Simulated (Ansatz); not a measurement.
AlGaN2:

```
Ga Al N
1.0
     3.14088    0.00000    0.00000
     0.00000    3.14088    0.00000
     0.00000    0.00000    4.42384
Ga Al N
1 1 2
Direct
  0.00000 0.00000 0.00000
  0.50000 0.50000 0.50000
  0.00000 0.50000 0.26174
  0.50000 0.00000 0.73826
```

The cell comes from a database or a generator and needn't be the stable form of this composition.

Base run:

* Program: Ansatz 0.2.0
* Functional: r2SCAN
* Potentials or basis: Ansatz PAW
* Cutoff: 500 eV (not typed: the program's choice for these potentials)
* k mesh: 9 × 9 × 6
* Occupations: fermi-dirac, width 0.05 eV
* Spin: no spin polarisation

Its results: band gap on the k mesh 3.35 eV, direct; pressure -0.4 GPa; largest force 0.093 eV/Å.

Task: The run is repeated on the same cell with these changes: functional from r2SCAN to LDA; cutoff from 500 eV (not typed: the program's choice for these potentials) to 420 eV (not typed: the program's choice for these potentials). What comes out?

Result: Band gap on the k mesh 2.86 eV, direct; pressure -5.0 GPa; largest force 0.197 eV/Å.

r2SCAN gives the wider gap, since meta-GGAs in the generalised Kohn-Sham scheme recover part of the derivative discontinuity.

Caveats: the PAW data sets come from PBE, with cores solved anew for the run's functional, which leaves a small shift of forces and pressure.
